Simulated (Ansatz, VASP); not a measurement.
# Cross-check of Sn16Te5Se11 (SnSe0.7Te0.3, orthorhombic SnSe-type solid solution) between VASP and Ansatz

Wanted: the spread between two codes on one cell, functional and k mesh. The cell is invented: As first built, before any earlier steps moved the atoms (in the runner's words): 1x2x2 conventional cells of the SnSe type (32 atoms: 11 Se, 16 Sn, 5 Te); Se/Te share their sites, the best of 600 random draws by like-pair counts in two shells; start lattice of SnSe; atoms moved at random by 0.02 A. It may not be a known or stable phase. The structure shown is the start of the Ansatz relaxation below; VASP solves that cell, so the two are compared at the walk's first step.

Method: plane waves, with VASP 6.6.1 beside it; single point at LDA and single point at PBE, in Ansatz 0.2.0.

## 1. Starting point

The cell holds 32 atoms: 11 Se, 16 Sn and 5 Te. Cell: a = 11.370 Å, b = 8.372 Å, c = 8.878 Å, α = 90.0°, β = 90.0°, γ = 90.0°. It derives from SnSe (SnSe type, space group 62), repeated 1×2×2. As first built, before any earlier steps moved the atoms (in the runner's words): 1x2x2 conventional cells of the SnSe type (32 atoms: 11 Se, 16 Sn, 5 Te); Se/Te share their sites, the best of 600 random draws by like-pair counts in two shells; start lattice of SnSe; atoms moved at random by 0.02 A.

## 2. Ansatz: relaxation, LDA

Ansatz runs on its default PAW (the set named soft_2) files.

The two programs are compared at the cell with which this relaxation starts, whose forces are those of its first step.

Input file input.yaml:

```yaml
crystal:
  lattice:
    - [11.37, 0.0, 0.0]
    - [0.0, 8.372, 0.0]
    - [0.0, 0.0, 8.878]
  atoms:
    - { symbol: Se, position: [0.85081, 0.12644, 0.24083] }
    - { symbol: Se, position: [0.35286, 0.12666, 0.00849] }
    - { symbol: Se, position: [0.14969, 0.36969, 0.25679] }
    - { symbol: Se, position: [0.64459, 0.37408, 0.99287] }
    - { symbol: Se, position: [0.35707, 0.12615, 0.50875] }
    - { symbol: Se, position: [0.14328, 0.37544, 0.76062] }
    - { symbol: Se, position: [0.85572, 0.61999, 0.2452] }
    - { symbol: Se, position: [0.64363, 0.87711, 0.49028] }
    - { symbol: Se, position: [0.35741, 0.62422, 0.01197] }
    - { symbol: Se, position: [0.64681, 0.87347, 0.98483] }
    - { symbol: Se, position: [0.35612, 0.62265, 0.51082] }
    - { symbol: Sn, position: [0.11937, 0.12412, 0.04727] }
    - { symbol: Sn, position: [0.37981, 0.37852, 0.30158] }
    - { symbol: Sn, position: [0.61833, 0.12578, 0.20268] }
    - { symbol: Sn, position: [0.88098, 0.37069, 0.45436] }
    - { symbol: Sn, position: [0.11814, 0.12355, 0.54948] }
    - { symbol: Sn, position: [0.37963, 0.37242, 0.79992] }
    - { symbol: Sn, position: [0.61747, 0.12604, 0.70153] }
    - { symbol: Sn, position: [0.8848, 0.37439, 0.95083] }
    - { symbol: Sn, position: [0.11777, 0.62788, 0.05053] }
    - { symbol: Sn, position: [0.382, 0.87956, 0.30009] }
    - { symbol: Sn, position: [0.61921, 0.62191, 0.1967] }
    - { symbol: Sn, position: [0.88043, 0.87529, 0.44818] }
    - { symbol: Sn, position: [0.11705, 0.62686, 0.54817] }
    - { symbol: Sn, position: [0.38031, 0.87423, 0.79698] }
    - { symbol: Sn, position: [0.62025, 0.62847, 0.70299] }
    - { symbol: Sn, position: [0.88405, 0.87034, 0.95269] }
    - { symbol: Te, position: [0.64431, 0.37836, 0.49] }
    - { symbol: Te, position: [0.85698, 0.12934, 0.74286] }
    - { symbol: Te, position: [0.1448, 0.87472, 0.2599] }
    - { symbol: Te, position: [0.85526, 0.62234, 0.74293] }
    - { symbol: Te, position: [0.14753, 0.8761, 0.76118] }
kpoints:
  mp_grid: { grid: [2, 2, 2], shift: [0.5, 0.5, 0.5] }
hamiltonian:
  xc: lda
scf:
  occupations: { method: fermi_dirac, width: 0.01 }
output:
  forces: true
  stress: true
relax:
  f_tol: 0.02
  max_steps: 45
  cell: { stress_tol: 0.1 }
```

Started as:

```sh
$ ansatz run input.yaml --threads 4 --pin off --max-ram 15360MiB --backend cpu --events-out ev --progress --plain --runs-dir out
```

Numbers of over 12 decimals in the logs are rounded to 6 here.

The log of the run:

```text
The last accepted step is kept in <dir> (removed where the run ends without a failure and the disk answers)
Engine: ansatz 0.2.0, x86_64-unknown-linux-gnu
Pseudopotentials: kind: paw
Pseudopotential: Se, paw, valence charge 16, recommended cutoff 420 eV (normal), Se.paw.azcp
Pseudopotential: Sn, paw, valence charge 14, recommended cutoff 420 eV (normal), Sn.paw.azcp
Pseudopotential: Te, paw, valence charge 16, recommended cutoff 420 eV (normal), Te.paw.azcp
Functional definition: SPW92
  exchange = slater_x
  correlation = pw_c
Crystal: 32 atoms, lattice volume = 845.094 Å³
Basis set: ecut = 420 eV, 16467 PW (Γ)
Bands: 288, of which v1, the nominal top of the filled ones, is band 240 counted from 1 (239 counted from 0)
Symmetry: 1 space group operations
Space group: P1 (ITA 1), of the structure as read, at distance tolerance 9.5e-5 Å
k-points: 4 of 8 (time reversal used)
Non-local potential: Se, projectors of the file, l = 0: 2, l = 1: 2, l = 2: 3, l = 3: 1
Non-local potential: Sn, projectors of the file, l = 0: 2, l = 1: 2, l = 2: 2, l = 3: 2
Non-local potential: Te, projectors of the file, l = 0: 2, l = 1: 2, l = 2: 2, l = 3: 2
PAW form: soft (Blöchl's): semilocal exchange-correlation on the pseudo side does not see the compensation charge
PAW frozen core: Se, regenerated for the run's functional, and the local potential with it (the file was generated under x = pbe(κ = 0.804, μ = 0.219515), c = pbe(β = 0.066725))
PAW frozen core: Sn, regenerated for the run's functional, and the local potential with it (the file was generated under x = pbe(κ = 0.804, μ = 0.219515), c = pbe(β = 0.066725))
PAW frozen core: Te, regenerated for the run's functional, and the local potential with it (the file was generated under x = pbe(κ = 0.804, μ = 0.219515), c = pbe(β = 0.066725))
PAW one-centre angular grid: Se, 590 points (default); XC on 64 Gauss nodes
PAW one-centre angular grid: Sn, 590 points (default); XC on 64 Gauss nodes
PAW one-centre angular grid: Te, 590 points (default); XC on 64 Gauss nodes
Initial density: superposition of atomic densities (neutral atoms: chi_scale 0, normalization atom), corrected by the library's trained network
Initial wavefunctions: pseudopotential atomic-orbital guess
Functional: x = slater, c = lda
SCF iter   1: F=—  HF=-187434.816640 eV  |F-HF|=—  |Δ(HF+E_count)|=         —  Δρ=5.78e-3  dr2=1.66e-1  ethr=1.77e-3  ⟨swp⟩=6.8  Hψ=4961  notcnv=0  defer=13
preconditioner: auto → Resta (q_TF=auto, 2.483 Å⁻¹)  ε∞=2.9  [insulator: Δε(μ)=1.361 eV  Ē_g=16.626 eV  σ=0.010 eV  W_gap=1.00  n_scr=224 (ndim 8)  ℏωp=22.8 eV  f_vac=0.000  D(μ)=0.00/eV (n_scr^D=0)  ε∞_Penn≈2.9]
SCF iter   2: F=—  HF=-187434.750033 eV  |F-HF|=—  |Δ(HF+E_count)|=   6.66e-2  Δρ=2.54e-3  dr2=3.74e-2  ethr=3.45e-5  ⟨swp⟩=2.0  Hψ=2004  notcnv=0  defer=156
SCF iter   3: F=—  HF=-187434.739053 eV  |F-HF|=—  |Δ(HF+E_count)|=   1.10e-2  Δρ=6.24e-4  dr2=3.62e-3  ethr=7.78e-6  ⟨swp⟩=3.0  Hψ=1672  notcnv=0  defer=156
SCF iter   4: F=—  HF=-187434.738073 eV  |F-HF|=—  |Δ(HF+E_count)|=   9.80e-4  Δρ=7.95e-5  dr2=1.57e-4  ethr=7.54e-7  ⟨swp⟩=2.0  Hψ=1252  notcnv=0  defer=156
SCF iter   5: F=—  HF=-187434.738009 eV  |F-HF|=—  |Δ(HF+E_count)|=   6.40e-5  Δρ=3.03e-5  dr2=7.73e-6  ethr=3.27e-8  ⟨swp⟩=2.0  Hψ=1956  notcnv=0  defer=156
SCF iter   6: F=—  HF=-187434.737972 eV  |F-HF|=—  |Δ(HF+E_count)|=   3.71e-5  Δρ=9.11e-6  dr2=7.32e-7  ethr=1.61e-9  ⟨swp⟩=2.0  Hψ=1956  notcnv=0  defer=156
SCF iter   7: F=-187434.737972 eV  HF=-187434.737972 eV  |F-HF|=6.64e-8  |Δ(HF+E_count)|=   1.21e-7  Δρ=2.00e-6  dr2=9.43e-8  ethr=2.08e-11  ⟨swp⟩=5.0  Hψ=3955  notcnv=0
SCF 1 converged in 7 iterations: F = -187434.737972 eV  dr2 = 9.43e-8
  greatest PAW one-centre occupation: 1.000 electrons in one spin orbital (limit 2), on the Se atom at site 0 (counted from 0), in its partial waves of l = 2
relax step   1: F+E_penalty+E_count = -187434.73797161 eV  Δ(F+E_penalty+E_count) = +0.000e0 eV  max|allowed force component| = 1.810e0 eV/Å  Δτ_max = 0.0000 Å  P = +1.935 GPa  Ω = 845.094 Å³  (7 SCF iters, dr2 threshold 1.00e-7 eV, accepted)
Crystal: 32 atoms, lattice volume = 863.417 Å³
Basis set: ecut = 420 eV, 16863 PW (Γ)
Initial density: handed on by an earlier stage of this run
Initial wavefunctions: those handed on with the density
iter 1 solved again at ethr=6.20e-5 eV; its pass at ethr=3.10e-3 eV (dr2=2.98e-1 eV) is discarded
SCF iter   1: F=—  HF=-187436.010441 eV  |F-HF|=—  |Δ(HF+E_count)|=         —  Δρ=5.12e-3  dr2=2.98e-1  ethr=6.20e-5  ⟨swp⟩=4.0  Hψ=6395  notcnv=0
preconditioner: auto → Resta (q_TF=auto, 2.474 Å⁻¹)  ε∞=2.9  [insulator: Δε(μ)=1.282 eV  Ē_g=16.520 eV  σ=0.010 eV  W_gap=1.00  n_scr=224 (ndim 8)  ℏωp=22.6 eV  f_vac=0.002  D(μ)=0.00/eV (n_scr^D=0)  ε∞_Penn≈2.9]
[...]
Initial wavefunctions: pseudopotential atomic-orbital guess (no wavefunctions were taken with the density)
iter 1 solved again at ethr=1.72e-7 eV; its pass at ethr=3.10e-3 eV (dr2=8.28e-4 eV) is discarded
[...]
preconditioner: auto → Resta (q_TF=auto, 2.482 Å⁻¹)  ε∞=2.9  [insulator: Δε(μ)=1.294 eV  Ē_g=16.607 eV  σ=0.010 eV  W_gap=1.00  n_scr=224 (ndim 8)  ℏωp=22.8 eV  f_vac=0.000  D(μ)=0.00/eV (n_scr^D=0)  ε∞_Penn≈2.9]
[...]
SCF 7 converged in 8 iterations: F = -187436.135367 eV  dr2 = 1.79e-13
relax step   7: F+E_penalty+E_count = -187436.13536699 eV  Δ(F+E_penalty+E_count) = -4.840e-4 eV  max|allowed force component| = 1.100e-2 eV/Å  Δτ_max = 0.0000 Å  P = +0.009 GPa  Ω = 846.822 Å³  stress off target by 1.93e-2 GPa  SCF on the basis re-selected at this cell (its energy is not comparable with the rows above)  (8 SCF iters)
basis re-selected at this cell: Δ(F+E_penalty+E_count) = -4.840e-4 eV, ΔP = -0.001 GPa vs the last step (what re-selecting the basis moved, of the pressure what is left beyond the Pulay correction that the steps carried, after the strain that the cell walked since its last selection, with what the two solves' SCF thresholds leave and, on support functions, any second-order correction that the steps lacked; it is no m [...]
SCF converged after 8 iterations
Free energy (F): -187436.135367 eV
Harris-Foulkes:  -187436.135367 eV  (|F-HF|=2.91e-11)
Internal energy: -187436.135367 eV  (E = F + TS)
E sigma→0 (E₀):  -187436.135367 eV
Fermi energy:    9.941145 eV
--- Per-component energies (eV) ---
  E_band       = -6704.141929
  E_kinetic    = 5223.857595
  E_local      = -45821.783866  (includes V_loc(G=0)·N_el)
  E_nonlocal   = -8456.216557
  E_hartree    = 25369.749678
  E_xc         = -7843.351492
  E_vxc        = -3207.623321  (∫ρ·V_xc dr)
  E_paw        = -106525.215418  (= ΣΔE_a)
  E_vpaw       = -5181.867398  (= ΣTr[D̂ρ^β])
  E_aug_tail   = -0.007742  (compensation charges beyond the density's cutoff)
  E_ewald      = -49417.750228
  E_core_change = 34.582663  (= ΣΔE_core)
  E_smearing   = -0.000000  (= −TS)
  E_closure    = 0.000000  (closes the sum)
  Σ components = -187436.135367   (vs F -187436.135367, Δ=0.00e0)
--- Forces (eV/Å), atoms counted from 1 ---
  atom   1  Se     0.00262914    -0.00147736    -0.00632398
  atom   2  Se     0.00235925    -0.00200509    -0.00045059
  atom   3  Se    -0.00035630    -0.00067455    -0.00035303
  atom   4  Se    -0.00730999     0.00064663     0.00212511
  atom   5  Se     0.00239838    -0.00452985    -0.00134291
  atom   6  Se     0.00353259    -0.00015576     0.00329552
  atom   7  Se     0.00225427     0.00485947    -0.00769577
  atom   8  Se    -0.00809316    -0.00015555    -0.00133970
  atom   9  Se     0.00238913     0.00299780     0.00055088
  atom  10  Se     0.00125650    -0.00058302     0.00095275
  atom  11  Se     0.00374060     0.00451570    -0.00116757
  atom  12  Sn    -0.00127967     0.00010964    -0.00701470
  atom  13  Sn    -0.00786792    -0.00017096     0.00090845
  atom  14  Sn     0.00108169    -0.00373493    -0.00372349
  atom  15  Sn     0.00112279    -0.00056988     0.01067305
  atom  16  Sn     0.00091248     0.00079300     0.00445677
  atom  17  Sn     0.00362138     0.00024970    -0.00526106
  atom  18  Sn    -0.00026115     0.00182129    -0.00043001
  atom  19  Sn     0.00087389     0.00010455    -0.00964767
  atom  20  Sn    -0.00096506     0.00104024    -0.00723453
  atom  21  Sn    -0.00327729    -0.00038773     0.01019746
  atom  22  Sn     0.00107715     0.00393211    -0.00319080
  atom  23  Sn     0.00836332    -0.00084018     0.00978386
  atom  24  Sn     0.00079884     0.00090089     0.00526028
  atom  25  Sn    -0.00116023     0.00033187    -0.00271714
  atom  26  Sn     0.00038216    -0.00165663     0.00051151
  atom  27  Sn    -0.00569580    -0.00152007    -0.00618223
  atom  28  Te     0.00069210    -0.00089659     0.01100027
  atom  29  Te    -0.00125223     0.00474412    -0.00366931
  atom  30  Te     0.00166206    -0.00198977     0.00261610
  atom  31  Te    -0.00163457    -0.00432897    -0.00252390
  atom  32  Te    -0.00199887    -0.00137059     0.00795413
  max |Σ_I F_I| component: 1.77e-5 eV/Å
--- Stress (GPa, compression-positive) ---
        0.005245       0.002543      -0.005500
        0.002543       0.018846       0.000660
       -0.005500       0.000660       0.001776
  P = ⅓ Tr σ = 0.0086 GPa (0.086 kbar)
--- Relaxed structure (6 steps of the walk, 6 accepted, 1 SCFs on fresh bases) ---
  F+E_penalty+E_count = -187436.13536699 eV   max|allowed force component| = 1.100e-2 eV/Å   (the final SCF, on the basis selected at the relaxed cell)
  cell:  # Å, volume = 846.8223 Å³
    - [11.451317, -0.00064297, -0.00360783]
    - [-0.000473434, 8.357389, -0.000189764]
    - [-0.00281709, -0.000201233, 8.848431]
  atoms:
    - { symbol: Se, position: [0.853701, 0.123282, 0.238197] }
    - { symbol: Se, position: [0.359130, 0.126924, 0.011428] }
    - { symbol: Se, position: [0.143643, 0.374927, 0.258591] }
    - { symbol: Se, position: [0.641585, 0.374838, 0.993967] }
    - { symbol: Se, position: [0.359682, 0.127961, 0.510064] }
    - { symbol: Se, position: [0.148824, 0.374918, 0.758471] }
    - { symbol: Se, position: [0.853716, 0.626409, 0.238235] }
    - { symbol: Se, position: [0.636519, 0.874893, 0.490131] }
    - { symbol: Se, position: [0.359119, 0.622869, 0.011400] }
    - { symbol: Se, position: [0.643496, 0.874888, 0.990089] }
    - { symbol: Se, position: [0.359644, 0.621915, 0.510057] }
    - { symbol: Sn, position: [0.120906, 0.138302, 0.037107] }
    - { symbol: Sn, position: [0.383213, 0.374938, 0.298686] }
    - { symbol: Sn, position: [0.615181, 0.124307, 0.198830] }
    - { symbol: Sn, position: [0.890489, 0.374897, 0.443855] }
    - { symbol: Sn, position: [0.122573, 0.138199, 0.536664] }
    - { symbol: Sn, position: [0.386095, 0.374878, 0.800271] }
    - { symbol: Sn, position: [0.607649, 0.113345, 0.706932] }
    - { symbol: Sn, position: [0.879934, 0.374923, 0.975025] }
    - { symbol: Sn, position: [0.120883, 0.611498, 0.037153] }
    - { symbol: Sn, position: [0.392542, 0.874940, 0.307209] }
    - { symbol: Sn, position: [0.615187, 0.625433, 0.198777] }
    - { symbol: Sn, position: [0.877073, 0.874916, 0.449097] }
    - { symbol: Sn, position: [0.122551, 0.611551, 0.536635] }
    - { symbol: Sn, position: [0.388566, 0.874876, 0.808402] }
    - { symbol: Sn, position: [0.607628, 0.636453, 0.706886] }
    - { symbol: Sn, position: [0.883072, 0.874951, 0.974872] }
    - { symbol: Te, position: [0.636649, 0.374892, 0.484193] }
    - { symbol: Te, position: [0.860616, 0.126045, 0.739291] }
    - { symbol: Te, position: [0.137631, 0.874968, 0.261431] }
    - { symbol: Te, position: [0.860603, 0.623749, 0.739273] }
    - { symbol: Te, position: [0.138371, 0.874924, 0.761081] }
```

In the SCF lines HF is the Harris–Foulkes energy and dr2 the Hartree energy of the density residual, in eV; the loop may stop once dr2 is under the threshold and the program's other checks hold. Hψ counts applications of the Hamiltonian.

## 3. VASP: single point, LDA, start cell

The same cell, functional (in two slightly different forms), mesh and smearing now go to VASP, with its own data sets.

Lines of VASP's logs that name or quote its potential files are left out, and so is its time.

Input file INCAR:

```
SYSTEM = Sn16Te5Se11
PREC = Accurate
ENCUT = 400
EDIFF = 1E-06
NELM = 120
ISMEAR = -1
SIGMA = 0.01
LREAL = Auto
ALGO = Normal
GGA = CA
NBANDS = 188
LORBIT = 11
LWAVE = .FALSE.
LCHARG = .FALSE.
ISIF = 2
ISYM = 0
LASPH = .TRUE.
GGA_COMPAT = .FALSE.
EFERMI = MIDGAP
KPAR = 4
```

Input file POSCAR:

```
Sn16Te5Se11
1.0
   11.3700000000      0.0000000000      0.0000000000
    0.0000000000      8.3720000000      0.0000000000
    0.0000000000      0.0000000000      8.8780000000
Se Sn Te
11 16 5
Direct
    0.8508091469      0.1264452938      0.2408312683
    0.3528583993      0.1266602962      0.0084929038
    0.1496921724      0.3696846632      0.2567920703
    0.6445910290      0.3740802676      0.9928700158
    0.3570712401      0.1261466794      0.5087519712
    0.1432805629      0.3754419494      0.7606217617
    0.8557167986      0.6199952222      0.2452016220
    0.6436323659      0.8771141902      0.4902793422
    0.3574142480      0.6242236025      0.0119734174
    0.6468073879      0.8734710941      0.9848276639
    0.3561213720      0.6226469183      0.5108245100
    0.1193667546      0.1241161013      0.0472741608
    0.3798065084      0.3785236503      0.3015769317
    0.6183289358      0.1257763975      0.2026807840
    0.8809762533      0.3706880076      0.4543590899
    0.1181442392      0.1235547062      0.5494818653
    0.3796306069      0.3724199713      0.7999211534
    0.6174670185      0.1260391782      0.7015318765
    0.8848021108      0.3743908266      0.9508335211
    0.1177660510      0.6278786431      0.0505293985
    0.3819964820      0.8795628285      0.3000901104
    0.6192084433      0.6219063545      0.1966997071
    0.8804309587      0.8752866699      0.4481752647
    0.1170536500      0.6268633540      0.5481752647
    0.3803078276      0.8742355471      0.7969813021
    0.6202462621      0.6284758720      0.7029849065
    0.8840457344      0.8703416149      0.9526920478
    0.6443095866      0.3783564262      0.4899977472
    0.8569832894      0.1293358815      0.7428587520
    0.1448021108      0.8747252747      0.2599008786
    0.8552594547      0.6223363593      0.7429263348
    0.1475285840      0.8760989011      0.7611849516
```

Input file KPOINTS:

```
Points of the shifted mesh
8
Reciprocal
 0.2500000000  0.2500000000  0.2500000000 1
 0.2500000000  0.2500000000  0.7500000000 1
 0.2500000000  0.7500000000  0.2500000000 1
 0.2500000000  0.7500000000  0.7500000000 1
 0.7500000000  0.2500000000  0.2500000000 1
 0.7500000000  0.2500000000  0.7500000000 1
 0.7500000000  0.7500000000  0.2500000000 1
 0.7500000000  0.7500000000  0.7500000000 1
```

PAW data sets: Se, Sn_d and Te (LDA family, release 64).

Started as:

```sh
$ mpirun -np 4 vasp_std
```

The log of the run:

```text
[banner, memory and clock lines left out]
running    4 mpi-ranks, on    1 nodes
[...]
LDA part: xc-table for (Slater(with rela. corr.)+CA(PZ))
 , standard interpolation
 POSCAR, INCAR and KPOINTS ok, starting setup
[...]
entering main loop
       N       E                     dE             d eps       ncg     rms          rms(c)
DAV:   1     0.403303420486E+04    0.40330E+04   -0.11501E+05  3008   0.188E+03
DAV:   2     0.703892611552E+03   -0.33291E+04   -0.32628E+04  3008   0.567E+02
DAV:   3    -0.571660414281E+02   -0.76106E+03   -0.72032E+03  3352   0.225E+02
DAV:   4    -0.144682163154E+03   -0.87516E+02   -0.84332E+02  3496   0.725E+01
[...]
DAV:  12    -0.146810507949E+03    0.16548E-04   -0.24839E-04  3776   0.681E-02    0.221E-02
DAV:  13    -0.146810509985E+03   -0.20360E-05   -0.39850E-05  3424   0.268E-02    0.150E-02
DAV:  14    -0.146810509671E+03    0.31384E-06   -0.91987E-06  2784   0.129E-02
   1 F= -.14681051E+03 E0= -.14681051E+03  d E =0.000000E+00
```

From OUTCAR (step 3):

```text
  Total       20.3420787      5.0584781      6.7741892      0.0790032      0.8708082      1.9376544
  in kB       38.5656885      9.5901550     12.8428994      0.1497788      1.6509284      3.6735172
  external PRESSURE =      20.3329143 kB  Pullay stress =       0.0000000 kB

 POSITION                                       TOTAL-FORCE (eV/Angst)
 -----------------------------------------------------------------------------------
      9.67370      1.05860      2.13810         0.459948     -0.110306      0.100678
      4.01200      1.06040      0.07540         0.362837     -0.146370     -0.054615
      1.70200      3.09500      2.27980        -0.519329      0.181578     -0.000676
      7.32900      3.13180      8.81470        -0.101345     -0.029373     -0.011017
      4.05990      1.05610      4.51670         0.070437     -0.002942      0.047890
      1.62910      3.14320      6.75280        -0.156623     -0.014919     -0.130806
      9.72950      5.19060      2.17690         0.211569      0.176936     -0.022242
      7.31810      7.34320      4.35270        -0.134045     -0.026421      0.089263
      4.06380      5.22600      0.10630         0.043188      0.031659     -0.180256
      7.35420      7.31270      8.74330        -0.139373      0.062261      0.304730
      4.04910      5.21280      4.53510         0.047485      0.151718     -0.050741
      1.35720      1.03910      0.41970        -0.306179      0.803633     -0.362464
      4.31840      3.16900      2.67740         0.270779     -0.040102     -0.143349
      7.03040      1.05300      1.79940        -0.301385     -0.205414     -0.281184
[...]
-----------------------------------------------------------------------------------
    total drift:                                0.006864     -0.027275     -0.004555

  FREE ENERGIE OF THE ION-ELECTRON SYSTEM (eV)
  ---------------------------------------------------
  free  energy   TOTEN  =      -146.8105096711 eV

  energy  without entropy=     -146.8105096711  energy(sigma->0) =     -146.81050967

[... 3 further parts left out ...]
[key lines of the parts left out:]
E-fermi :   6.6354
```

The run ends at a pressure of 2.03 GPa, with forces up to 1.9 eV/Å.

(Part 1 of 2 ends here.)

[Lines on the potential files, build, host, timing and source positions are cut from VASP's logs without a mark.]

[Logs are printed without paths, hosts, clocks, repeated set-up lines and the standing remarks that a program may print on its own settings, such as how far it seeks lower states.]

[Hosts, paths, dates, database ids (printed as entryN), source tags and the programs' standing remarks are cut or masked in the printed files.]
